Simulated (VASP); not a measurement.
The system is CuCl.

```
Cu Cl
1.0
     0.00000    2.59824    2.59824
     2.59824    0.00000    2.59824
     2.59824    2.59824    0.00000
Cu Cl
1 1
Cartesian
  0.0000 0.0000 0.0000
  1.2991 1.2991 1.2991
```

The cell was built by a generator and isn't the measured one.

The cell isn't the ideal one: cell and atoms relaxed from a first guess.

```yaml
Program: VASP 6.6.1
Task: relaxation of cell and atoms
Functional: PBE
Potentials_or_basis: VASP PAW PBE potentials, release 64 (Cu, Cl)
Cutoff: 600 eV
k_mesh: 12 × 12 × 12
Occupations: fermi-dirac, width 0.05 eV
Spin: no spin polarisation
```

At the start: pressure 9.0 GPa; volume 17.54 Å³/atom.

**Question.** Where does the relaxation end?

**Answer.** Over 6 steps the energy falls by 60.2 meV/atom and the volume is 19.96 Å³/atom (+13.8 %); space group F-43m (No. 216, to 0.05 Å).

The path:
```csv
step,energy change (eV),largest force (eV/Å),pressure (GPa),volume (Å³)
1,0.0000,0.0000,8.96,35.08
2,-0.1202,0.0000,-0.17,40.30
3,-0.1205,0.0000,-0.13,40.12
4,-0.1205,0.0000,-0.05,40.02
5,-0.1205,0.0000,0.08,39.92
6,-0.1205,0.0000,0.03,39.92
```

Final structure:
```
CELL_PARAMETERS angstrom
0.00000 2.71254 2.71254
2.71254 0.00000 2.71254
2.71254 2.71254 0.00000
ATOMIC_POSITIONS crystal
Cu 0.00000 0.00000 0.00000
Cl 0.25000 0.25000 0.25000
```
